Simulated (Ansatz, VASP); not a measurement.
**LiF in VASP and in Ansatz**

File POSCAR:

```
LiF
1.0
    0.0000000000      2.0140000000      2.0140000000
    2.0140000000      0.0000000000      2.0140000000
    2.0140000000      2.0140000000      0.0000000000
Li F
1 1
Direct
    0.0000000000      0.0000000000      0.0000000000
    0.5000000000      0.5000000000      0.5000000000
```

The input INCAR.step1:

```
PREC = Accurate ; ENCUT = 600
ISMEAR = 0 ; SIGMA = 0.02
LREAL = F ; LASPH = T
NELM = 80 ; GGA = PE
ALGO = Normal ; EDIFF = 1E-4
LWAVE = T ; LCHARG = F
```

File INCAR.step2:

```
PREC = Accurate ; ENCUT = 600
EDIFF = 1E-7 ; ISMEAR = 0
SIGMA = 0.02 ; LREAL = F
LASPH = T ; NELM = 80
ALGO = Normal ; ISIF = 3
LWAVE = F ; LCHARG = F
METAGGA = R2SCAN ; LMIXTAU = T
IBRION = 2 ; NSW = 100
EDIFFG = -0.005 ; ISTART = 1
```

Contents of KPOINTS:

```
regular mesh
0
Gamma
  10 10 10
```

Input for Ansatz:

```yaml
crystal:
  lattice:
    - [0.0, 2.014, 2.014]
    - [2.014, 0.0, 2.014]
    - [2.014, 2.014, 0.0]
  atoms:
    - { symbol: Li, position: [0.0, 0.0, 0.0] }
    - { symbol: F, position: [0.5, 0.5, 0.5] }
basis:
  ecutwfc: 500
kpoints:
  mp_grid: { grid: [10, 10, 10] }
hamiltonian:
  xc: r2scan
scf:
  occupations: { method: gaussian, width: 0.02 }
output:
  forces: true
  stress: true
  eigenvalues: true
relax:
  adjacent_minimum: "off"
  f_tol: 0.005
  max_steps: 80
  cell: { stress_tol: 0.05 }
```

Alike in both runs: task relaxation of cell and atoms; functional r2SCAN; k mesh 10 × 10 × 10; occupations gaussian, width 0.02 eV; no spin polarisation.

|  | VASP | Ansatz |
| --- | --- | --- |
| version | VASP 6.6.1 | Ansatz 0.2.0 |
| potentials or method | VASP PAW PBE potentials, release 64 (Li_sv, F) | scalar-relativistic, plane waves, PAW |
| plane-wave cutoff (eV) | 600 | 500 |
| valence electrons in the cell | 10 | 10 |

VASP gave:

- gap on the k mesh at the Fermi level, each at its own relaxed structure (eV): 10.67
- relaxed volume (Å³/atom): 7.84
- relaxed cell length with the largest relative difference (Å): 2.810
- energy change over the relaxation (meV/atom): -4

Question: Which values does Ansatz return?

Answer: gap on the k mesh at the Fermi level, each at its own relaxed structure (eV): 10.33; relaxed volume (Å³/atom): 7.94; relaxed cell length with the largest relative difference (Å): 2.821; energy change over the relaxation (meV/atom): -2.

Caveats: the cutoff is under 1.25 times the usual one of these potentials, so pressure, stress and relaxed cells hold a basis-set (Pulay) error (VASP); the PAW data sets were made with another functional, which shifts forces and pressure a little (VASP). A k mesh can miss the band edges. r2SCAN opens gaps a little over a GGA but as a rule still falls short of measured ones.
